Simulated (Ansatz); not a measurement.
Crystal: NiO.

```
Ni O
1.0
     4.18262    2.09131    2.09131
     2.09131    4.18262    2.09131
     2.09131    2.09131    4.18262
Ni O
2 2
Direct
  0.00000 0.00000 0.00000
  0.50000 0.50000 0.50000
  0.25000 0.25000 0.25000
  0.75000 0.75000 0.75000
```

The cell isn't the ideal one: another cell of the same crystal, with 4 atoms.

Base run:

- Program: Ansatz 0.2.0
- Functional: PBE
- Potentials or basis: Ansatz PAW
- Cutoff: 420 eV (not typed: the program's choice for these potentials)
- k mesh: 7 × 7 × 7
- Occupations: gaussian, width 0.05 eV
- Spin: collinear spin, antiferromagnetic start
- Starting moments: [1.0, -1.0, 0.0, 0.0] μB
- Hubbard terms: Ni d U = 8 eV

Its results: band gap on the k mesh 3.18 eV; pressure 12.1 GPa; net moment 0.00 μB per cell; site moments Ni +1.71, -1.71; O +0.00, -0.00 μB.

Question: The run is repeated on the same cell with these changes: functional from PBE to LDA. What comes out?

Answer: Band gap on the k mesh 3.18 eV; pressure -7.0 GPa; net moment 0.00 μB per cell; site moments Ni +1.67, -1.67; O +0.00, -0.00 μB.

LDA binds more tightly than PBE, so the same cell stands under less pressure.

Caveats: the magnetic or orbital state may not be the lowest; odd divisions of the mesh miss points on the zone boundary, where band edges often lie, so the gap on the mesh can be too wide; the PAW data sets come from PBE, with cores solved anew for the run's functional, which leaves a small shift of forces and pressure (some runs).

A k mesh can miss the band edges.
